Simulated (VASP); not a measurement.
Crystal: CO2.

```
C O
1.0
    -1.92889    1.92889    2.92700
     1.92889   -1.92889    2.92700
     1.92889    1.92889   -2.92700
C O
2 4
Direct
  0.00000 0.00000 0.00000
  0.75000 0.25000 0.50000
  0.37500 0.29274 0.41774
  0.70726 0.12500 0.08226
  0.87500 0.95726 0.58226
  0.04274 0.62500 0.91774
```

The cell isn't the ideal one: a relaxed cell with its volume scaled by 0.94.

```yaml
Program: VASP 6.6.1
Task: relaxation of shape and atoms at fixed volume
Functional: PBE
Dispersion: D3(BJ)
Potentials_or_basis: VASP PAW PBE potentials, release 64 (C, O)
Cutoff: 600 eV
k_mesh: 12 × 12 × 12
Occupations: gaussian, width 0.03 eV
Spin: no spin polarisation
```

At the start: pressure 18.6 GPa; volume 7.26 Å³/atom.

Where does the relaxation end?

Over 5 steps the energy falls by 12.2 meV/atom; space group I-42d (No. 122, to 0.05 Å).

The path:
```
step  energy change (eV)  largest force (eV/Å)  pressure (GPa)
   1              0.0000                0.9382           18.65
   2             -0.0583                0.2854            8.33
   3             -0.0649                0.0111           10.73
   4             -0.0685                0.0103           10.50
   5             -0.0729                0.0082            9.82
```

Final structure:
```xyz
6
Lattice="-1.9136 1.9136 2.9740 1.9136 -1.9136 2.9740 1.9136 1.9136 -2.9740" Properties=species:S:1:pos:R:3 pbc="T T T"
C     0.0000    0.0000    0.0000
C     0.0000    1.9136    1.4870
O     0.6821    0.9568    0.7435
O    -0.9568    1.2315    2.2305
O     1.2315    0.9568    3.7176
O     2.8704    0.6821   -0.7435
```
